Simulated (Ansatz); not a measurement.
# ZnS: pressure against volume

Reference cell: a structure deposited in the COD, its atoms then relaxed with PBE in this cell.

Space group P6_3mc (No. 186); a = 3.8200, c = 24.9600 Å, γ = 120.00°.

```csv
site,Wyckoff,site symmetry,x,y,z
Zn1,2a,3m.,0.0000,0.0000,0.0000
Zn3,2b,3m.,0.3333,0.6667,0.1249
Zn5,2b,3m.,0.3333,0.6667,0.3751
Zn7,2b,3m.,0.3333,0.6667,0.7500
S9,2a,3m.,0.0000,0.0000,0.0938
S11,2b,3m.,0.3333,0.6667,0.2187
S13,2b,3m.,0.3333,0.6667,0.4688
S15,2b,3m.,0.3333,0.6667,0.8439
```

One atom of each set is listed.

Method: Kohn–Sham DFT in Ansatz, PBE, plane waves and PAW (field gradients read without the response of the frozen cores, which leaves them typically 4 to 6 % off), scalar-relativistic, 420 eV cutoff, Γ-centred 8×8×2 k-points, Fermi–Dirac smearing 0.02 eV.

The cell is scaled uniformly, and the ions relax again at each size.

| V/V₀ | pressure (GPa) | gap on the k-mesh (eV) |
| --- | --- | --- |
| 0.97 | 4.2 | 2.27 |
| 0.98 | ? | ? |
| 1.00 | 1.7 | 2.13 |
| 1.02 | 0.2 | 2.04 |
| 1.04 | -1.1 | 1.96 |

(1) Estimate the row at V/V₀ = 0.98 and the bulk modulus.

Answers

(1) pressure (GPa): 3.3; gap on the k-mesh (eV): 2.22. Worked: a parabola in ln(V/V₀) through the other 4 rows gives 3.3 GPa there. It crosses zero pressure at V/V₀ = 1.023, the equilibrium volume of this functional, where the bulk modulus is B = −dP/d ln V = 69 GPa. The shape of the cell is held, so in this non-cubic crystal both values are those of uniform scaling, and B is an upper bound to the hydrostatic one. The gap falls as the cell grows, by 0.044 eV per per cent of volume.

PBE gaps are too small, by a third to a half in many semiconductors; their changes with volume are better.
